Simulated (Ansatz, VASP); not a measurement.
Two plane-wave programs on GaAs

```
Ga As
1.0
    -1.90498    1.90498    2.70208
     1.90498   -1.90498    2.70208
     1.90498    1.90498   -2.70208
Ga As
1 1
Direct
  0.50000 0.50000 0.00000
  0.00000 0.00000 0.00000
```

Alike in both runs: functional PBE; k mesh 6 × 6 × 6; occupations gaussian, width 0.1 eV; no spin polarisation.

Ansatz relaxed the structure, and its values are those at the end. VASP's run is a single point on that final structure, the one shown.

|  | VASP | Ansatz |
| --- | --- | --- |
| version | VASP 6.6.1 | Ansatz 0.2.0 |
| potentials or method | VASP PAW PBE potentials, release 64 (Ga_d, As) | scalar-relativistic, plane waves, PAW |
| plane-wave cutoff (eV) | 520 | 420 |
| valence electrons in the cell | 18 | 28 |

|  | VASP | Ansatz | Ansatz less VASP |
| --- | --- | --- | --- |
| gap on the k mesh at the Fermi level (eV) | none | none | - |
| pressure (GPa) | 0.1 | -0.1 | -0.18 |

A gap of «none» marks a metal or a gap that the smearing closes. The two sets of potentials don't hold the same shells in valence.

Caveats: the k mesh is coarse (spacing up to 0.39 Å⁻¹), so the values aren't converged.
